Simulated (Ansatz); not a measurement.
# AlP: from supercell energies to defect levels (Al interstitial)

The calculation used DFT PBE, scalar-relativistic, plane waves, PAW in Ansatz 0.2.0. (420 eV cutoff, 2×2×2 k-mesh, shifted by half a step, Gaussian smearing of 0.01 eV, collinear spin in charge 0, +2 alone)

Host crystal, relaxed:

```
CELL_PARAMETERS angstrom
0.00000 2.75367 2.75367
2.75367 0.00000 2.75367
2.75367 2.75367 0.00000
ATOMIC_POSITIONS crystal
Al 0.00000 0.00000 0.00000
P 0.75000 0.75000 0.75000
```

The Al interstitial was set at (0.500, 0.500, 0.500) of the host cell, in a supercell of 32 sites (668 Å³), relaxed at fixed cell in each charge q, from a start with the atoms near it displaced at random. The host's Kohn–Sham gap is 1.63 eV and its static dielectric constant 10.4 (mean). For each charge: the supercell's free energy over the neutral one with q electrons exchanged at the valence band top, F(q) − F(0) + qE_v; the image-charge term; and the term that aligns the potential far from the defect with the host's.

```json
{"q": "+3", "F(q) − F(0) + qE_v (eV)": "-5.957", "image charge (eV)": "2.062", "alignment (eV)": "0.544"}
{"q": "+2", "F(q) − F(0) + qE_v (eV)": "-4.156", "image charge (eV)": "0.916", "alignment (eV)": "0.498"}
{"q": "+1", "F(q) − F(0) + qE_v (eV)": "-2.257", "image charge (eV)": "0.229", "alignment (eV)": "0.315"}
{"q": "0", "F(q) − F(0) + qE_v (eV)": "0.000", "image charge (eV)": "0.000", "alignment (eV)": "0.000"}
```

Problem. Add the terms and find the levels between neighbouring charges, ε(q/q′) = [A(q′) − A(q)]/(q − q′), with and without the two corrections.

Solution. A(q): -3.351 eV for +3, -2.742 eV for +2, -1.713 eV for +1, 0.000 eV for 0.
```json
{"level": "(+3/+2)", "corrected (eV over E_v)": "0.61", "uncorrected (eV)": "1.80"}
{"level": "(+2/+1)", "corrected (eV over E_v)": "1.03", "uncorrected (eV)": "1.90"}
{"level": "(+1/0)", "corrected (eV over E_v)": "1.71", "uncorrected (eV)": "2.26"}
```

As a check, a point charge in a simple cubic cell of this volume has q²αe²/(2εL) = 0.225 q² eV (e² = 14.40 eV Å, α = 2.837, L = 8.74 Å); the shape of the real cell can change it somewhat. The term grows as q², so it pushes donor levels down and acceptor levels up. The program doubts the alignment for q = +3, +2, so levels beside it are uncertain by about that term.

Problem. Which of these charges is lowest with the Fermi level at the valence band top, at mid-gap and at the conduction band bottom?

Solution. The line A(q) + qE_F that lies lowest gives the charge: +3 at E_F = 0.00 eV, +2 at E_F = 0.82 eV, +1 at E_F = 1.63 eV. (+1/0) falls outside this Kohn–Sham gap, so the change of charge isn't reached within it; the real gap is usually wider and may hold a localised level, while a level that comes from a carrier in the host's bands only marks the band edge and moves with it. In charge +2, 0 the cell has partly filled levels, from a carrier spread over the host's bands, a defect level that the small cell broadens into a band, or a degenerate defect level, so the levels beside it are doubtful. In charge 0 the extra carrier sits in the host's bands, sampled away from their edge; a term of -0.08 eV would put the level beside it at that edge (it also undoes corrections that don't apply to a spread carrier) and isn't included above. Charges beyond those computed could lie lower near the band edges.

Problem. The neutral defect forms at 3.92 eV with atoms taken from and returned to the elements. What are the formation energies at those three Fermi levels, and what share of sites would hold the defect at 1200 K with E_F at mid-gap, if the host still stood at that temperature?

Solution. E_f = E_f(0) + A(q) + qE_F = 0.57, 2.81, 3.84 eV. In the dilute limit the share is exp(−E_f/k_BT) = exp(−2.809/0.1034) = 1.6×10⁻¹², leaving out degeneracy and vibrational entropy. This is the Al-rich limit; a poorer supply of Al, or a competing compound of it, raises E_f. The small cell and the narrow Kohn–Sham gap leave errors of tenths of an eV or more, which change the share by orders of magnitude.

The Al interstitial acts as a donor in every charge state computed, and its formation energy falls as the Fermi level drops towards the valence band. This follows from its three valence electrons. The 3p electron is the easiest to lose and probably enters conduction-band states, leaving an Al⁺-like centre with a filled 3s shell. Removing the 3s electrons then leads towards closed-shell Al³⁺, whose charge the surrounding lattice can screen by polarisation and relaxation.

The intermediate +2 state, with a single s-like electron, is less secure than its place at mid-gap suggests. Without corrections its two bounding levels lie only 0.10 eV apart, so most of its stability window comes from the correction terms. A direct change between +3 and +1, with negative effective correlation energy, therefore can't be excluded.

The low formation energy near the valence band suggests that these interstitials could compensate acceptors in Al-rich, p-type material. Near the conduction band, the high cost argues against them as an abundant equilibrium source of electrons.
